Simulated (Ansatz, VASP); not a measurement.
**Two plane-wave programs on PbS (Galena)**

File INCAR:

```
SYSTEM = PbS
ALGO     = Normal         ! electronic algorithm
EDIFF    = 1E-6           ! SCF threshold, eV
ENCUT    = 520            ! plane-wave cutoff, eV
GGA      = PE             ! functional
ISIF     = 2              ! what is computed and relaxed
ISMEAR   = -1             ! smearing method
LASPH    = .TRUE.         ! aspherical terms in the spheres
LCHARG   = .FALSE.        ! write CHGCAR
LREAL    = .FALSE.        ! projectors in reciprocal space
LWAVE    = .FALSE.        ! write WAVECAR
NBANDS   = 17             ! bands
NELM     = 60             ! most SCF steps
PREC     = Accurate       ! precision mode
SIGMA    = 0.05           ! smearing width, eV
```

Contents of KPOINTS:

```
k-points
0
G
  8 8 8
  0 0 0
```

POSCAR

```
PbS
1.0
    0.0000000000      2.9458450378      2.9458450378
    2.9458450378      0.0000000000      2.9458450378
    2.9458450378      2.9458450378      0.0000000000
Pb S
1 1
Direct
    0.0000000000      0.0000000000      0.0000000000
    0.5000000000      0.5000000000      0.5000000000
```

input.yaml

```yaml
crystal:
  lattice:
    - [0.0, 2.9458450378, 2.9458450378]
    - [2.9458450378, 0.0, 2.9458450378]
    - [2.9458450378, 2.9458450378, 0.0]
  atoms:
    - { symbol: Pb, position: [0.0, 0.0, 0.0] }
    - { symbol: S, position: [0.5, 0.5, 0.5] }
hamiltonian:
  xc: pbe
  pseudopotentials: { kind: paw, azcp: { folder: soft_1 } }
kpoints:
  mp_grid: { grid: [8, 8, 8] }
scf:
  occupations: { method: fermi_dirac, width: 0.05 }
output:
  forces: true
  stress: true
  eigenvalues: true
```

Alike in both runs: task single point; functional PBE; k mesh 8 × 8 × 8; occupations fermi-dirac, width 0.05 eV; no spin polarisation.

```csv
,VASP,Ansatz
version,VASP 6.6.1,Ansatz 0.2.0
potentials or method,"VASP PAW PBE potentials, release 64 (Pb_d, S)",Ansatz PAW soft_1
plane-wave cutoff (eV),520,420
valence electrons in the cell,20,20
```

Ansatz gave:

* gap on the k mesh at the Fermi level (eV): 0.29
* least direct gap on the mesh (eV): 0.29
* pressure (GPa): 3.5

Q: Estimate VASP's values.

A: gap on the k mesh at the Fermi level (eV): 0.29; least direct gap on the mesh (eV): 0.29; pressure (GPa): 3.4.

Caveats: spin-orbit coupling is left out, which as a rule narrows the gap of such compounds by several tenths of an eV.
